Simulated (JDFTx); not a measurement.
# Al (Fm-3m) in JDFTx: further runs

The runs below take Al through equation of state, with LDA.

Program: JDFTx 1.7.0 (patched build). These are calculated values, not measurements. Logs are shortened: lines on timing, memory, paths and dates and some standing lists are left out, and cuts for length are marked. The log counts tension as positive stress, the text compression.

**The experiment to reproduce.**

“The interpretation of polycrystalline coherent inelastic neutron scattering from aluminium”, 2013, pmc:3831299 quotes, for a bulk crystal of Al: bulk modulus 76.9 GPa.

How close the calculation comes is told below.

### Step 1. The structure

Symmetry: Fm-3m, No. 225, cubic system. The conventional cell has a = 4.050 Å, b = 4.050 Å, c = 4.050 Å, α = 90.00°, β = 90.00°, γ = 90.00°. Al (site symmetry m-3m) is surrounded by 12 Al at 2.86 Å.

### Step 2. Equation of state, LDA, 15.61 Å³/atom (volume scaled by 0.94)

Al.in

```
include Al.lattice
coords-type Lattice
include Al.ionpos

ion-species pseudo/Al.upf
elec-cutoff 22
elec-ex-corr lda-PW
kpoint-folding 11 11 11
elec-smearing Fermi 0.0018374661
elec-n-bands 6
electronic-SCF nIterations 100 energyDiffThreshold 1e-09
electronic-minimize nIterations 30 energyDiffThreshold 1e-7
forces-output-coords Cartesian

dump-name run.$VAR
dump End Ecomponents EigStats BandEigs Kpoints Forces Stress
```

Al.lattice

```
lattice \
    0.0000000000     3.7482166844     3.7482166844 \
    3.7482166844     0.0000000000     3.7482166844 \
    3.7482166844     3.7482166844     0.0000000000
```

Al.ionpos

```
ion Al     0.0000000000     0.0000000000     0.0000000000 1
```

Potentials or basis: PseudoDojo-SR-LDA-0.4.1-standard.

Command:

```
jdftx -c 1 -i Al.in -o Al.out
```

The log of the run:

```text
*************** JDFTx 1.7.0 (patched build) ***************

Input parsed successfully to the following command list (including defaults):
[... the input with its defaults ...]

---------- Setting up symmetries ----------

Found 48 point-group symmetries of the bravais lattice
Found 48 space-group symmetries with basis
Applied RMS atom displacement 0 bohrs to make symmetries exact.

---------- Initializing the Grid ----------
R =
[            0      3.74822      3.74822  ]
[      3.74822            0      3.74822  ]
[      3.74822      3.74822            0  ]
unit cell volume = 105.318
G =
[  -0.838157   0.838157   0.838157  ]
[   0.838157  -0.838157   0.838157  ]
[   0.838157   0.838157  -0.838157  ]
Minimum fftbox size, Smin = [  24  24  24  ]
Chosen fftbox size, S = [  24  24  24  ]

---------- Exchange Correlation functional ----------
Initalized Slater LDA exchange.
Initalized Perdew-Wang LDA correlation.

---------- Setting up pseudopotentials ----------
Width of ionic core gaussian charges (only for fluid interactions / plotting) set to 0

Reading pseudopotential file 'pseudo/Al.upf':
  'Al' pseudopotential, 'SLA  PW   NOGX NOGC' functional
  Generated using ONCVPSP code by D. R. Hamann
  3 valence electrons, 2 orbitals, 6 projectors, 1001 radial grid points, with lMax = 2
    3S    l: 0   occupation:  2.0   eigenvalue: -0.287752
    3P    l: 1   occupation:  1.0   eigenvalue: -0.102308
  Core radius for overlap checks: 1.74 bohrs.

Initialized 1 species with 1 total atoms.

Folded 1 k-points by 11x11x11 to 1331 k-points.

---------- Setting up k-points, bands, fillings ----------
Reduced to 56 k-points under symmetry.
Computing the number of bands and number of electrons
Calculating initial fillings.
nElectrons:   3.000000   nBands: 6   nStates: 56

----- Setting up reduced wavefunction bases (one per k-point) -----
average nbasis = 519.083 , ideal nbasis = 519.077

---------- Setting up ewald sum ----------
Optimum gaussian width for ewald sums = 1.910852 bohr.
Real space sum over 2197 unit cells with max indices [  6  6  6  ]
Reciprocal space sum over 2197 terms with max indices [  6  6  6  ]

---------- Allocating electronic variables ----------
Initializing wave functions:  linear combination of atomic orbitals
Note: number of bands (6) exceeds available atomic orbitals (4)
Al pseudo-atom occupations:   s ( 2 )  p ( 1 )
	FillingsUpdate:  mu: +0.335475267  nElectrons: 3.000000
LCAOMinimize: Iter:   0  F: -2.0966172731288570  |grad|_K:  1.568e-04  alpha:  1.000e+00
	FillingsUpdate:  mu: +0.335522722  nElectrons: 3.000000
LCAOMinimize: Iter:   1  F: -2.0966411401168998  |grad|_K:  1.115e-06  alpha:  9.628e-01  linmin:  2.004e-02  cgtest: -3.427e-01
	FillingsUpdate:  mu: +0.335522665  nElectrons: 3.000000
LCAOMinimize: Iter:   2  F: -2.0966411412004353  |grad|_K:  3.850e-07  alpha:  9.790e-01  linmin:  1.481e-04  cgtest:  3.503e-01
LCAOMinimize: Encountered beta<0, resetting CG.
	FillingsUpdate:  mu: +0.335522548  nElectrons: 3.000000
LCAOMinimize: Iter:   3  F: -2.0966411413437029  |grad|_K:  2.496e-09  alpha:  9.628e-01  linmin:  2.571e-02  cgtest: -4.089e-01
LCAOMinimize: Converged (|Delta F|<1.000000e-06 for 2 iters).

-------- Electronic minimization -----------
Will mix electronic density at each iteration.
	FillingsUpdate:  mu: +0.335522548  nElectrons: 3.000000
	FillingsUpdate:  mu: +0.305539995  nElectrons: 3.000000
SCF: Cycle:  0   F: -2.124279377462690   dF: -2.764e-02   |Residual|: 1.147e-02   |deigs|: 7.449e-01
	FillingsUpdate:  mu: +0.305025011  nElectrons: 3.000000
SCF: Cycle:  1   F: -2.124542755795966   dF: -2.634e-04   |Residual|: 6.591e-03   |deigs|: 1.139e-02
	FillingsUpdate:  mu: +0.304975537  nElectrons: 3.000000
SCF: Cycle:  2   F: -2.124562783979779   dF: -2.003e-05   |Residual|: 2.815e-04   |deigs|: 1.865e-03
	FillingsUpdate:  mu: +0.304973331  nElectrons: 3.000000
SCF: Cycle:  3   F: -2.124564242153496   dF: -1.458e-06   |Residual|: 1.348e-04   |deigs|: 7.242e-04
	FillingsUpdate:  mu: +0.304974832  nElectrons: 3.000000
SCF: Cycle:  4   F: -2.124564657949829   dF: -4.158e-07   |Residual|: 1.918e-05   |deigs|: 1.895e-03
	FillingsUpdate:  mu: +0.304975195  nElectrons: 3.000000
SCF: Cycle:  5   F: -2.124564730990910   dF: -7.304e-08   |Residual|: 9.816e-06   |deigs|: 1.303e-03
	FillingsUpdate:  mu: +0.304975560  nElectrons: 3.000000
SCF: Cycle:  6   F: -2.124564754735418   dF: -2.374e-08   |Residual|: 1.849e-06   |deigs|: 1.425e-03
	FillingsUpdate:  mu: +0.304975484  nElectrons: 3.000000
SCF: Cycle:  7   F: -2.124564758302502   dF: -3.567e-09   |Residual|: 3.508e-06   |deigs|: 5.642e-04
	FillingsUpdate:  mu: +0.304975602  nElectrons: 3.000000
SCF: Cycle:  8   F: -2.124564759853723   dF: -1.551e-09   |Residual|: 1.366e-06   |deigs|: 6.424e-04
	FillingsUpdate:  mu: +0.304975585  nElectrons: 3.000000
SCF: Cycle:  9   F: -2.124564760017044   dF: -1.633e-10   |Residual|: 4.588e-07   |deigs|: 2.722e-04
	FillingsUpdate:  mu: +0.304975585  nElectrons: 3.000000
SCF: Cycle: 10   F: -2.124564760099096   dF: -8.205e-11   |Residual|: 5.832e-07   |deigs|: 5.870e-04
SCF: Converged (|Delta E|<1.000000e-09 for 2 iters).

Setting wave functions to eigenvectors of Hamiltonian

# Stress tensor in Cartesian coordinates [Eh/a0^3]:
[ -3.13585e-05            0            0  ]
[            0 -3.13585e-05            0  ]
[            0            0 -3.13585e-05  ]

# Ionic positions in lattice coordinates:
ion Al   0.000000000000000   0.000000000000000   0.000000000000000 1

# Forces in Cartesian coordinates:
force Al  -0.000000000000000   0.000000000000000   0.000000000000000 1

# Energy components:
   Eewald =       -2.7522260678500303
       EH =        0.0037428961773207
     Eloc =        0.1931334655197405
      Enl =        0.4301687601112396
      Exc =       -1.1269809940235123
 Exc_core =        0.2389258017439320
       KE =        0.8888161436637012
-------------------------------------
     Etot =       -2.1244199946576083
       TS =        0.0001447654414882
-------------------------------------
        F =       -2.1245647600990964

IonicMinimize: Iter:   0  F: -2.124564760099096  |grad|_K:  0.000e+00
IonicMinimize: Converged (|grad|_K<1.000000e-04).

#--- Lowdin population analysis ---
# oxidation-state Al +0.046

Dumping 'run.eigStats' ...
	eMin: -0.117565 at state 0 ( [ +0.000000 +0.000000 +0.000000 ] spin 0 )
	HOMO: +0.304096 at state 32 ( [ +0.000000 +0.363636 -0.454545 ] spin 0 )
	mu  : +0.304976
	LUMO: +0.306001 at state 38 ( [ +0.090909 +0.181818 +0.454545 ] spin 0 )
	eMax: +1.001377 at state 28 ( [ +0.000000 +0.272727 -0.363636 ] spin 0 )
	HOMO-LUMO gap: +0.001905
	Optical gap  : +0.026962 at state 32 ( [ +0.000000 +0.363636 -0.454545 ] spin 0 )
Done!
```

Wall time 5.7 s (1 thread of Arm Neoverse V2, shared host); peak memory 0.04 GiB.

Results:

```
Free energy            : -57.8124 eV
Pressure               : 0.9 GPa
Band gap on the k mesh : none (metal or under the smearing width)
```

### Step 3. Equation of state, LDA, 15.94 Å³/atom (volume scaled by 0.96)

Al.in is that of step 2.

Al.lattice

```
lattice \
    0.0000000000     3.7746134462     3.7746134462 \
    3.7746134462     0.0000000000     3.7746134462 \
    3.7746134462     3.7746134462     0.0000000000
```

Al.ionpos is that of step 2.

Potentials or basis: PseudoDojo-SR-LDA-0.4.1-standard.

Command:

```
jdftx -c 1 -i Al.in -o Al.out
```

It took 5.7 s on 1 thread of Arm Neoverse V2, shared host; peak memory 0.05 GiB.

Results (log left out):

```
Free energy            : -57.8124 eV
Pressure               : -0.9 GPa
Band gap on the k mesh : none (metal or under the smearing width)
```

### Step 4. Equation of state, LDA, 16.27 Å³/atom (volume scaled by 0.98)

Al.in is that of step 3.

Al.lattice

```
lattice \
    0.0000000000     3.8006460856     3.8006460856 \
    3.8006460856     0.0000000000     3.8006460856 \
    3.8006460856     3.8006460856     0.0000000000
```

Al.ionpos is that of step 3.

Command:

```
jdftx -c 1 -i Al.in -o Al.out
```

It took 5.7 s on 1 thread of Arm Neoverse V2, shared host; peak memory 0.05 GiB.

The run converged. Its results:

- Free energy: -57.8089 eV
- Pressure: -2.5 GPa
- Band gap on the k mesh: none (metal or under the smearing width)

### Step 5. Equation of state, LDA, 16.60 Å³/atom

Al.in is that of step 4.

Al.lattice

```
lattice \
    0.0000000000     3.8263269058     3.8263269058 \
    3.8263269058     0.0000000000     3.8263269058 \
    3.8263269058     3.8263269058     0.0000000000
```

Al.ionpos is that of step 4.

Command:

```
jdftx -c 1 -i Al.in -o Al.out
```

Run time: 5.8 s. Hardware: 1 thread of Arm Neoverse V2, shared host; peak memory 0.05 GiB.

The run converged. Its results:

| Item | Value |
| --- | --- |
| Free energy | -57.8024 eV |
| Pressure | -3.9 GPa |
| Band gap on the k mesh | none (metal or under the smearing width) |

### Step 6. Equation of state, LDA, 16.93 Å³/atom (volume scaled by 1.02)

Al.in is that of step 5.

Al.lattice

```
lattice \
    0.0000000000     3.8516675575     3.8516675575 \
    3.8516675575     0.0000000000     3.8516675575 \
    3.8516675575     3.8516675575     0.0000000000
```

Al.ionpos is that of step 5.

Potentials or basis: PseudoDojo-SR-LDA-0.4.1-standard.

Command:

```
jdftx -c 1 -i Al.in -o Al.out
```

Wall time 5.8 s (1 thread of Arm Neoverse V2, shared host); peak memory 0.05 GiB.

It converged, with:

* Free energy: -57.7930 eV
* Pressure: -5.1 GPa
* Band gap on the k mesh: none (metal or under the smearing width)

### Step 7. Equation of state, LDA, 17.27 Å³/atom (volume scaled by 1.04)

Al.in is that of step 6.

Al.lattice

```
lattice \
    0.0000000000     3.8766790868     3.8766790868 \
    3.8766790868     0.0000000000     3.8766790868 \
    3.8766790868     3.8766790868     0.0000000000
```

Al.ionpos is that of step 6.

Command:

```
jdftx -c 1 -i Al.in -o Al.out
```

Wall time 5.8 s (1 thread of Arm Neoverse V2, shared host); peak memory 0.05 GiB.

Results (log left out):

* Free energy: -57.7812 eV
* Pressure: -6.3 GPa
* Band gap on the k mesh: none (metal or under the smearing width)

### Step 8. Equation of state, LDA, 17.60 Å³/atom (volume scaled by 1.06)

Al.in is that of step 7.

Al.lattice

```
lattice \
    0.0000000000     3.9013719759     3.9013719759 \
    3.9013719759     0.0000000000     3.9013719759 \
    3.9013719759     3.9013719759     0.0000000000
```

Al.ionpos is that of step 7.

Command:

```
jdftx -c 1 -i Al.in -o Al.out
```

It took 5.4 s on 1 thread of Arm Neoverse V2, shared host; peak memory 0.05 GiB.

The run converged. Its results:

```yaml
Free_energy: -57.7672 eV
Pressure: -7.2 GPa
Band_gap_on_the_k_mesh: none (metal or under the smearing width)
```

### Step 9. Equation of state, LDA

Potentials or basis: PseudoDojo-SR-LDA-0.4.1-standard.

No new run: the results of the series are fitted here.

What came out:

```yaml
Equilibrium_volume: 15.78 Å³/atom
Bulk_modulus: 85 GPa
Pressure_derivative_of_the_bulk_modulus: 4.6
```

Energy against volume, from the lowest point:
```tsv
volume (Å³/atom)	energy (meV/atom)
15.607	0.04
15.939	0.00
16.271	3.46
16.603	10.03
16.935	19.39
17.267	31.22
17.599	45.23
```

### Step 10. How close it comes

Step 9. A measured bulk modulus of Al is 76.9 GPa (quoted in “The interpretation of polycrystalline coherent inelastic neutron scattering from aluminium”, 2013, pmc:3831299); the calculated 85 GPa misses it by +10.7 %. The fit is for a static lattice scaled at fixed shape and fixed fractional positions. The cell as given is a measured one (16.60 Å³/atom); LDA puts the equilibrium volume -5.0 % from it, thermal expansion not counted.
